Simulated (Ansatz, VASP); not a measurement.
## SiC: VASP beside Ansatz

File INCAR:

```
  PREC = Accurate
  ENCUT = 520
  EDIFF = 1E-7
  ISMEAR = 0
  SIGMA = 0.05
  LREAL = F
  LASPH = T
  NELM = 80
  ALGO = Normal
  ISIF = 2
  LWAVE = F
  LCHARG = F
  GGA = PE
  NBANDS = 11
```

Contents of KPOINTS:

```
Automatic mesh
0
Gamma
  12 12 12
```

POSCAR

```
SiC
1.0
    0.0000000000      2.1874634822      2.1874634822
    2.1874634822      0.0000000000      2.1874634822
    2.3092322828      2.3092322828     -0.1217688005
Si C
1 1
Direct
    0.0000000000      0.0000000000      0.0000000000
    0.7500000000      0.7500000000      0.7500000000
```

Input for Ansatz:

```yaml
crystal:
  lattice:
    - [0.0, 2.1874634822, 2.1874634822]
    - [2.1874634822, 0.0, 2.1874634822]
    - [2.3092322828, 2.3092322828, -0.1217688005]
  atoms:
    - { symbol: Si, position: [0.0, 0.0, 0.0] }
    - { symbol: C, position: [0.75, 0.75, 0.75] }
basis:
  ecutwfc: 520.0
kpoints:
  mp_grid: { grid: [12, 12, 12] }
hamiltonian:
  xc: pbe
  pseudopotentials: { kind: paw, azcp: { folder: soft_1 } }
scf:
  occupations: { method: gaussian, width: 0.05 }
output:
  forces: true
  stress: true
  eigenvalues: true
```

Alike in both runs: task single point; functional PBE; k mesh 12 × 12 × 12; occupations gaussian, width 0.05 eV; no spin polarisation.

|  | VASP | Ansatz |
| --- | --- | --- |
| version | VASP 6.6.1 | Ansatz 0.2.0 |
| potentials or method | VASP PAW PBE potentials, release 64 (Si, C) | scalar-relativistic, plane waves, PAW |
| plane-wave cutoff (eV) | 520 | 520 |
| valence electrons in the cell | 8 | 8 |

|  | VASP | Ansatz | Ansatz less VASP |
| --- | --- | --- | --- |
| gap on the k mesh at the Fermi level (eV) | 1.19 | 1.20 | +0.004 |
| least direct gap on the mesh (eV) | 3.88 | 3.87 | -0.006 |
| pressure (GPa) | -12.5 | -12.5 | 0.00 |
| largest component of the traceless stress (GPa) | 10.80 | 10.74 | -0.054 |
| rms of the force components (eV/Å) | 0.064 | 0.063 | -0.0007 |

Atom by atom the forces differ by 0.001 eV/Å (rms over components). The functional is the same, so the differences come from potentials, cutoffs and numerics.

A k mesh can miss the band edges.
